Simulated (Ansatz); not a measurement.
# Li15S8: the cost of one run

Method: DFT PBE, plane waves, PAW, scalar-relativistic, no spin polarisation, in Ansatz 0.2.0.

### 1 Starting point

The cell holds 23 atoms (Li15S8): a = 8.072 Å, b = 8.072 Å, c = 8.072 Å, α = 60.00°, β = 60.00°, γ = 60.00°.

Coordinates:

```xyz
23
Lattice="0.0000 5.7080 5.7080 5.7080 0.0000 5.7080 5.7080 5.7080 0.0000" Properties=species:S:1:pos:R:3 pbc="T T T"
Li    1.4270    1.4270    1.4270
S     0.0000    0.0000    0.0000
Li    4.2810    4.2810    1.4270
Li    7.1350    7.1350    4.2810
S     2.8540    2.8540    0.0000
Li    4.2810    1.4270    4.2810
Li    7.1350    4.2810    7.1350
S     2.8540    0.0000    2.8540
Li    7.1350    4.2810    4.2810
Li    9.9890    7.1350    7.1350
S     5.7080    2.8540    2.8540
Li    1.4270    4.2810    4.2810
Li    4.2810    7.1350    7.1350
S     0.0000    2.8540    2.8540
Li    4.2810    7.1350    4.2810
Li    7.1350    9.9890    7.1350
S     2.8540    5.7080    2.8540
Li    4.2810    4.2810    7.1350
Li    7.1350    7.1350    9.9890
S     2.8540    2.8540    5.7080
Li    7.1350    7.1350    7.1350
Li    9.9890    9.9890    9.9890
S     5.7080    5.7080    5.7080
```

### 2 Run 1

80 steps of 1 fs under a Langevin thermostat at 700 K.

input.yaml reads:

```yaml
crystal:
  lattice:
    - [0.0, 5.708, 5.708]
    - [5.708, 0.0, 5.708]
    - [5.708, 5.708, 0.0]
  atoms:
    - { symbol: Li, position: [0.125, 0.125, 0.125] }
    - { symbol: S, position: [0.0, 0.0, 0.0] }
    - { symbol: Li, position: [0.125, 0.125, 0.625] }
    - { symbol: Li, position: [0.375, 0.375, 0.875] }
    - { symbol: S, position: [0.0, 0.0, 0.5] }
    - { symbol: Li, position: [0.125, 0.625, 0.125] }
    - { symbol: Li, position: [0.375, 0.875, 0.375] }
    - { symbol: S, position: [0.0, 0.5, 0.0] }
    - { symbol: Li, position: [0.125, 0.625, 0.625] }
    - { symbol: Li, position: [0.375, 0.875, 0.875] }
    - { symbol: S, position: [0.0, 0.5, 0.5] }
    - { symbol: Li, position: [0.625, 0.125, 0.125] }
    - { symbol: Li, position: [0.875, 0.375, 0.375] }
    - { symbol: S, position: [0.5, 0.0, 0.0] }
    - { symbol: Li, position: [0.625, 0.125, 0.625] }
    - { symbol: Li, position: [0.875, 0.375, 0.875] }
    - { symbol: S, position: [0.5, 0.0, 0.5] }
    - { symbol: Li, position: [0.625, 0.625, 0.125] }
    - { symbol: Li, position: [0.875, 0.875, 0.375] }
    - { symbol: S, position: [0.5, 0.5, 0.0] }
    - { symbol: Li, position: [0.625, 0.625, 0.625] }
    - { symbol: Li, position: [0.875, 0.875, 0.875] }
    - { symbol: S, position: [0.5, 0.5, 0.5] }
total_charge: -1
basis:
  ecutwfc: 420.0
kpoints:
  mp_grid: { grid: [2, 2, 2] }
hamiltonian:
  xc: pbe
scf:
  occupations: { method: fermi_dirac, width: 0.05 }
  lower_state_search: "off"
md:
  timestep: 1
  n_steps: 80
  ensemble: nvt_langevin
  temperature: 700.0
  initial_velocities: maxwell_boltzmann
  seed: 595563
  friction: 0.02
```

On the command line:

```console
ansatz run input.yaml --threads 1 --pin off --max-ram 3072MiB --backend cpu --events-out ev --progress --plain --runs-dir out
```

Q: Estimate wall time and peak memory on 1 thread of Arm Neoverse V2, shared host.

About 7.5 min, with a peak of 0.69 GiB.
